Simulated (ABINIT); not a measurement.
# MgO (Fm-3m) in ABINIT: a series of runs, part 2 of 2

ABINIT 10.8.3 (patched build). Earlier steps stand in the parts before.

**4. Band structure, r2SCAN**

Contents of run.abi:

```
# Datasets: ground state, then fixed potential
ndtset 2

# Pseudopotentials
pp_dirpath "./"
pseudos "Mg.GGA_PBE-JTH.xml, O.GGA_PBE-JTH.xml"

# Structure
acell 5.6041865537 5.6041865537 5.6041865537
rprim
     0.0000000000     0.7071067812     0.7071067812
     0.7071067812     0.0000000000     0.7071067812
     0.7071067812     0.7071067812     0.0000000000
ntypat 2
znucl 12 8
natom 2
typat 1 2
xred
     0.0000000000     0.0000000000     0.0000000000
     0.5000000000     0.5000000000     0.5000000000

# Plane-wave basis
ecut 28.0
pawecutdg 50.0

# Exchange and correlation
ixc -497498
usekden 1
pawxcdev 0

# Bands and occupations
occopt 3
tsmear 0.00183747

# SCF cycle
nstep 100

# Output
iomode 3
prtwf 0
prteig 0
prtebands 0
enunit 1
prtden1 1
prtkden1 1
prtvha1 1
prtvclmb1 1
prtpot1 1

# Dataset 1
kptopt1 1
ngkpt1 11 11 11
nshiftk1 1
shiftk1 0.0 0.0 0.0
nband1 12
tolvrs1 1.0e-7

# Dataset 2: bands along G-X-W-K-G-L-U-W-L-K
iscf2 -2
getden2 1
getkden2 1
nband2 18
nbdbuf2 4
tolwfr2 1.0e-11
kptopt2 -9
ndivsm2 5
prteig2 1
kptbounds2
     0.0000000000     0.0000000000     0.0000000000
     0.5000000000     0.0000000000     0.5000000000
     0.5000000000     0.2500000000     0.7500000000
     0.3750000000     0.3750000000     0.7500000000
     0.0000000000     0.0000000000     0.0000000000
     0.5000000000     0.5000000000     0.5000000000
     0.6250000000     0.2500000000     0.6250000000
     0.5000000000     0.2500000000     0.7500000000
     0.5000000000     0.5000000000     0.5000000000
     0.3750000000     0.3750000000     0.7500000000
```

Command:

```bash
> abinit run.abi > log 2>&1
```

Run time: 2.3 min. Hardware: 1 thread of Arm Neoverse V2, shared host; peak memory 0.13 GiB.

It converged, with:

- Free energy: -2156.0246 eV
- Pressure: 1.7 GPa
- Band gap on the k mesh: 5.77 eV, direct
- Band gap along the path: 5.77 eV, direct
- Valence electrons inside the program's atomic spheres: Mg 8.29; O 4.62

Levels at the corners of the path, in eV from the valence-band top:
```tsv
point	band 6	band 7	band 8	band 9	band 10	band 11
Γ	0.00	0.00	0.00	5.77	16.92	16.92
X	-4.12	-1.38	-1.38	10.06	11.30	14.47
W	-2.98	-2.98	-1.79	12.80	12.80	13.62
K	-3.52	-2.73	-1.18	11.14	13.18	13.81
Γ	0.00	0.00	0.00	5.77	16.92	16.92
L	-4.65	-0.69	-0.69	8.91	14.00	17.67
U	-3.52	-2.73	-1.18	11.14	13.18	13.81
W	-2.98	-2.98	-1.79	12.80	12.80	13.62
L	-4.65	-0.69	-0.69	8.91	14.00	17.67
K	-3.52	-2.73	-1.18	11.14	13.18	13.81
```

Caveat: totals of a meta-GGA on PAW files have another zero than those of a GGA; the PAW data sets were made with another functional, which shifts forces and pressure a little.

**5. Band structure, SCAN**

Changes to run.abi since step 4:

```diff
@@ -26,3 +26,3 @@
 # Exchange and correlation
-ixc -497498
+ixc -263267
 usekden 1
```

Command:

```bash
> abinit run.abi > log 2>&1
```

Wall time 2.4 min (1 thread of Arm Neoverse V2, shared host); peak memory 0.12 GiB.

It converged, with:

```yaml
Free_energy: -2157.8167 eV
Pressure: 0.7 GPa
Band_gap_on_the_k_mesh: 5.74 eV, direct
Band_gap_along_the_path: 5.74 eV, direct
Valence_electrons_inside_the_program's_atomic_spheres: Mg 8.29; O 4.63
```

Levels at the corners of the path, in eV from the valence-band top:
```tsv
point	band 4	band 5	band 6	band 7	band 8	band 9	band 10	band 11	band 12	band 13
Γ	-40.05	-18.33	0.00	0.00	0.00	5.74	16.88	16.88	16.88	21.01
X	-40.08	-16.83	-4.11	-1.38	-1.38	10.02	11.27	14.43	20.66	20.66
W	-40.08	-16.76	-2.98	-2.98	-1.79	12.77	12.77	13.57	16.91	23.54
K	-40.07	-16.80	-3.52	-2.73	-1.18	11.11	13.13	13.77	19.71	19.75
Γ	-40.05	-18.33	0.00	0.00	0.00	5.74	16.88	16.88	16.88	21.01
L	-40.06	-17.03	-4.65	-0.69	-0.69	8.90	13.95	17.64	17.64	22.61
U	-40.07	-16.80	-3.52	-2.73	-1.18	11.11	13.13	13.77	19.71	19.75
W	-40.08	-16.76	-2.98	-2.98	-1.79	12.77	12.77	13.57	16.91	23.54
L	-40.06	-17.03	-4.65	-0.69	-0.69	8.90	13.95	17.64	17.64	22.61
K	-40.07	-16.80	-3.52	-2.73	-1.18	11.11	13.13	13.77	19.71	19.75
```

Caveat: totals of a meta-GGA on PAW files have another zero than those of a GGA; the PAW data sets were made with another functional, which shifts forces and pressure a little.

**6. Band structure, revPBE**

Changes to run.abi since step 5:

```diff
@@ -24,7 +24,6 @@
 pawecutdg 50.0
+pawxcdev 0
 
 # Exchange and correlation
-ixc -263267
-usekden 1
-pawxcdev 0
+ixc 14
 
@@ -44,3 +43,2 @@
 prtden1 1
-prtkden1 1
 prtvha1 1
@@ -55,3 +53,3 @@
 nband1 12
-tolvrs1 1.0e-7
+tolvrs1 1.0e-9
 
@@ -60,3 +58,2 @@
 getden2 1
-getkden2 1
 nband2 18
```

Potentials or basis: JTH PAW PBE v2.0.

Command:

```bash
> abinit run.abi > log 2>&1
```

run.abo:

```text
.Version 10.8.3 of ABINIT
 DATASET    1 : space group Fm -3 m (#225); Bravais cF (face-center cubic)
================================================================================
 Values of the parameters that define the memory need for DATASET  1.
     intxc =       0    ionmov =       0      iscf =      17    lmnmax =       8
     lnmax =       4     mgfft =      30  mpssoang =       2    mqgrid =    3001
     natom =       2  nloc_mem =       2    nspden =       1   nspinor =       1
    nsppol =       1      nsym =      48    n1xccc =       1    ntypat =       2
    occopt =       3   xclevel =       2
       mpw =         903          nfft =       27000          nkpt =          56
 PAW method is used; the additional fine FFT grid is defined by:
   mgfftf=        36    nfftf =     46656
================================================================================
================================================================================

 DATASET    2 : space group Fm -3 m (#225); Bravais cF (face-center cubic)
================================================================================
 Values of the parameters that define the memory need for DATASET  2.
     intxc =       0    ionmov =       0      iscf =      -2    lmnmax =       8
     lnmax =       4     mgfft =      30  mpssoang =       2    mqgrid =    3001
     natom =       2  nloc_mem =       2    nspden =       1   nspinor =       1
    nsppol =       1      nsym =      48    n1xccc =       1    ntypat =       2
    occopt =       3   xclevel =       2
       mpw =         903          nfft =       27000          nkpt =          87
 PAW method is used; the additional fine FFT grid is defined by:
   mgfftf=        36    nfftf =     46656
[... 996 lines left out ...]
  31.22870   32.32369
 kpt#   5, nband= 18, wtk=  1.00000, kpt=  0.1429  0.0000  0.1429 (reduced coord)
[... 317 lines left out ...]
  15.78606   18.10294   19.10927   23.59147   25.21221   29.35706   32.59759   34.70103
  35.07694   38.44218
 kpt#  85, nband= 18, wtk=  1.00000, kpt=  0.4028  0.4028  0.6944 (reduced coord)
 -66.59822  -33.25796  -33.23647  -33.21052  -10.10369    2.13650    3.11964    4.69438
  16.01673   18.06313   18.70526   23.85943   24.75827   29.81855   33.39688   34.35666
  34.74800   39.44109
 kpt#  86, nband= 18, wtk=  1.00000, kpt=  0.3889  0.3889  0.7222 (reduced coord)
 -66.59791  -33.25393  -33.24157  -33.21242  -10.07654    2.29077    2.93564    4.63205
  16.05870   18.04036   18.45313   24.07871   24.46445   30.40445   33.59801   34.40976
  34.42864   40.58233
 kpt#  87, nband= 18, wtk=  1.00000, kpt=  0.3750  0.3750  0.7500 (reduced coord)
 -66.59773  -33.25433  -33.24116  -33.21402  -10.06397    2.24346    3.02068    4.58254
  15.97251   17.82833   18.47718   24.24156   24.34149   31.07527   33.33095   34.14473
  34.76351   41.43836

== END DATASET(S) ==============================================================
================================================================================

 -outvars: echo values of variables after computation  --------
            acell      5.6041865537E+00  5.6041865537E+00  5.6041865537E+00 Bohr
           etotal1    -7.9786787406E+01
            fcart1    -0.0000000000E+00 -0.0000000000E+00 -0.0000000000E+00
                      -0.0000000000E+00 -0.0000000000E+00 -0.0000000000E+00
            rprim      0.0000000000E+00  7.0710678120E-01  7.0710678120E-01
                       7.0710678120E-01  0.0000000000E+00  7.0710678120E-01
                       7.0710678120E-01  7.0710678120E-01  0.0000000000E+00
           strten1    -3.4218865270E-04 -3.4218865270E-04 -3.4218865270E-04
                       0.0000000000E+00  0.0000000000E+00  0.0000000000E+00
           xangst      0.0000000000E+00  0.0000000000E+00  0.0000000000E+00
                       2.0970013913E+00  2.0970013913E+00  2.0970013913E+00
             xred      0.0000000000E+00  0.0000000000E+00  0.0000000000E+00
                       5.0000000000E-01  5.0000000000E-01  5.0000000000E-01
 Calculation completed.
```

It took 35 s on 1 thread of Arm Neoverse V2, shared host; peak memory 0.11 GiB.

What came out:

| Item | Value |
| --- | --- |
| Free energy | -2171.1091 eV |
| Pressure | 10.1 GPa |
| Band gap on the k mesh | 4.95 eV, direct |
| Band gap along the path | 4.95 eV, direct |
| Valence electrons inside the program's atomic spheres | Mg 8.30; O 4.61 |

Levels at the corners of the path, in eV from the valence-band top:
```csv
point,band 4,band 5,band 6,band 7,band 8,band 9,band 10,band 11,band 12,band 13
Γ,-38.92,-17.37,0.00,0.00,0.00,4.95,15.94,15.94,15.94,19.86
X,-38.95,-15.83,-4.07,-1.35,-1.35,9.20,10.29,13.35,19.39,19.39
W,-38.95,-15.76,-2.95,-2.95,-1.78,11.82,11.82,12.52,15.85,22.30
K,-38.95,-15.80,-3.49,-2.71,-1.15,10.24,12.10,12.75,18.51,18.61
Γ,-38.92,-17.37,0.00,0.00,0.00,4.95,15.94,15.94,15.94,19.86
L,-38.93,-16.04,-4.63,-0.67,-0.67,8.07,12.88,16.61,16.61,21.34
U,-38.95,-15.80,-3.49,-2.71,-1.15,10.24,12.10,12.75,18.51,18.61
W,-38.95,-15.76,-2.95,-2.95,-1.78,11.82,11.82,12.52,15.85,22.30
L,-38.93,-16.04,-4.63,-0.67,-0.67,8.07,12.88,16.61,16.61,21.34
K,-38.95,-15.80,-3.49,-2.71,-1.15,10.24,12.10,12.75,18.51,18.61
```

Caveat: the PAW data sets were made with another functional, which shifts forces and pressure a little.

**7. Summary**

```tsv
level	gap on the mesh (eV)	pressure (GPa)
BLYP	5.13	9.5
AM05	4.84	2.9
r2SCAN	5.77	1.7
SCAN	5.74	0.7
revPBE	4.95	10.1
```

Alike in all rows: task band structure; potentials or basis JTH PAW PBE v2.0; no spin polarisation; cell as given; k mesh 11 × 11 × 11; cutoff (eV) 762; smearing fermi-dirac 0.05 eV.

On the cell as given the gap runs from 4.84 eV (AM05) to 5.77 eV (r2SCAN). The pressure there spans 0.7 GPa (SCAN) to 10.1 GPa (revPBE); a positive pressure means that this level wants a larger cell, a negative one a smaller.

Caveats: the PAW data sets were made with another functional, which shifts forces and pressure a little; totals of a meta-GGA on PAW files have another zero than those of a GGA (some runs).

Total energies depend on the potentials used, so only differences within one code and one set of settings carry meaning.

**8. How close it comes**

Step 2. Measured gap of MgO: 7.83 eV (quoted in “Electronic structure of alkaline earth and post-transition metal oxides”, 2009, arxiv:0908.1581). This calculation gives 5.13 eV (-2.70 eV). The value is that of BLYP, without temperature or zero-point motion. Semilocal functionals fall short of measured gaps as a rule. The cell is a database's relaxed one, not the measured one, which moves gaps too.

Step 3. Measured gap of MgO: 7.83 eV (quoted in “Electronic structure of alkaline earth and post-transition metal oxides”, 2009, arxiv:0908.1581). This calculation gives 4.84 eV (-2.99 eV). The value is that of AM05, without temperature or zero-point motion. Semilocal functionals fall short of measured gaps as a rule. The cell is a database's relaxed one, not the measured one, which moves gaps too.

Step 4. Measured gap of MgO: 7.83 eV (quoted in “Electronic structure of alkaline earth and post-transition metal oxides”, 2009, arxiv:0908.1581). This calculation gives 5.77 eV (-2.06 eV). The value is that of r2SCAN, without temperature or zero-point motion. The cell is a database's relaxed one, not the measured one, which moves gaps too.

Step 5. A measured gap of MgO is 7.83 eV (quoted in “Electronic structure of alkaline earth and post-transition metal oxides”, 2009, arxiv:0908.1581); the calculated 5.74 eV misses it by -2.09 eV. The value is that of SCAN, without temperature or zero-point motion. The cell is a database's relaxed one, not the measured one, which moves gaps too.

Step 6. Against the measured gap of MgO, 7.83 eV (quoted in “Electronic structure of alkaline earth and post-transition metal oxides”, 2009, arxiv:0908.1581), the calculated 4.95 eV is off by -2.88 eV. The value is that of revPBE, without temperature or zero-point motion. Semilocal functionals fall short of measured gaps as a rule. The cell is a database's relaxed one, not the measured one, which moves gaps too.
